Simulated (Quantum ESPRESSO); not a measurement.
The system is V.

```
V
1.0
    -1.51435    1.51435    1.51435
     1.51435   -1.51435    1.51435
     1.51435    1.51435   -1.51435
V
1
Direct
  0.00000 0.00000 0.00000
```

- Program: Quantum ESPRESSO 7.5
- Task: single point
- Functional: PBE
- Potentials or basis: SSSP 1.3 efficiency PBE
- Cutoff: 748 eV
- Density cutoff: 5987 eV
- k mesh: 12 × 12 × 12
- Occupations: fermi-dirac, width 0.05 eV
- Spin: collinear spin, ferromagnetic start
- Starting moments: [2.0] μB

On this cell: pressure -5.5 GPa; net moment 0.00 μB per cell; band gap on the k mesh none (metal or under the smearing width).

The same run follows on a disturbed copy (cell strained at random at fixed volume):

```xyz
1
Lattice="-1.5170 1.5201 1.5776 1.4987 -1.4781 1.5172 1.5066 1.4677 -1.5355" Properties=species:S:1:pos:R:3 pbc="T T T"
V    -0.0105    0.0071    0.0249
```

What changes?

The energy (extrapolated to zero smearing) moves by +4.0 meV/atom; pressure -5.5 GPa; net moment 0.00 μB per cell; band gap on the k mesh none (metal or under the smearing width).

Stress tensor (GPa, compression positive):
```
-4.71  0.03  0.33
 0.03 -4.29 -0.42
 0.33 -0.42 -7.44
```
